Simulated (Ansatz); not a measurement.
SrO built on the NiAs prototype, relaxed with r2SCAN: 3 runs in the PAW code Ansatz, each a construction of maximally localised Wannier functions. The symmetry is P6_3/mmc (No. 194, hexagonal); conventional cell a = 3.563 Å, c = 6.255 Å, 17.19 Å³ an atom. Sr is surrounded by 6 O at 2.58 Å; O is surrounded by 6 Sr at 2.58 Å. The calculation is spin-unpolarised, and the structure need not be a phase that has been made.

```
CELL_PARAMETERS angstrom
3.56324 0.00000 0.00000
-1.78162 3.08585 0.00000
0.00000 0.00000 6.25510
ATOMIC_POSITIONS crystal
Sr 0.00000 0.00000 0.00000
Sr 0.00000 0.00000 0.50000
O 0.33333 0.66667 0.25000
O 0.66667 0.33333 0.75000
```

Windows count from the top of the filled bands; a dash means that no such window was set (without an outer window there is no disentanglement). Rows marked drawn have settings drawn at random (some not listed).

| functional | SCF mesh | trial orbitals | functions | mesh | window (eV) | frozen (eV) | settings | Ω total (Å²) | Ω invariant (Å²) | largest spread (Å²) | least projectability | interpolation miss of the model's filled bands (eV, to the nearest computed level) |
| --- | --- | --- | --- | --- | --- | --- | --- | --- | --- | --- | --- | --- |
| PBE | 6×6×4 | O p | 6 | 6×6×4 | – | – | chosen | 8.06 | 8.03 | 1.36 | 0.88 | 0.008 |
| r2SCAN | 6×6×4 | O p | 6 | 6×6×4 | – | – | chosen | 7.74 | 7.72 | 1.31 | 0.89 | 0.007 |
| PBE | 6×6×4 | O p | 6 | 7×7×7 | – | – | drawn | 8.17 | 8.15 | 1.38 | 0.88 | 0.004 |
